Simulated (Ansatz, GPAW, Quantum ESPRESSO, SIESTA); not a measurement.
## TiC: 4 runs at one level of theory

```
Ti C
1.0
     0.00000    2.16572    2.16572
     2.16572    0.00000    2.16572
     2.16572    2.16572    0.00000
Ti C
1 1
Direct
  0.00000 0.00000 0.00000
  0.50000 0.50000 0.50000
```

The cell is a database's computed one, not the measured one.

Alike in all runs: task band structure; functional PBE; k mesh 11 × 11 × 11; occupations fermi-dirac, width 0.05 eV; no spin polarisation; no spin-orbit coupling. Pressure is positive in compression and, in plane waves, holds the error of the finite cutoff.

```csv
program and potentials,plane-wave cutoff (eV),notes,pressure (GPa)
"SIESTA, files PseudoDojo sr-pbe-0.4.1-standard, DZP (energy shift 0.003 Ry; two zetas on semicore shells)",-,atomic basis,1.40
"GPAW, GPAW PAW data sets (gpaw-data 1.2.1)",800,-,0.94
"Ansatz, all-electron LAPW, scalar-relativistic",-,-,0.26
"Quantum ESPRESSO, PseudoDojo 0.4.1 SR PBE standard",1143,-,0.33
```

The pressure spans 0.26 (Ansatz, all-electron LAPW, scalar-relativistic) to 1.40 GPa (SIESTA, files PseudoDojo sr-pbe-0.4.1-standard, DZP (energy shift 0.003 Ry; two zetas on semicore shells)), with all-electron results at 0.26. Rows in atomic bases carry the error of their basis and grid, which can be large.

The functional is the same throughout but for its coding, so the spread measures potentials, basis and numerics; runs on potential files found faulty are left out.
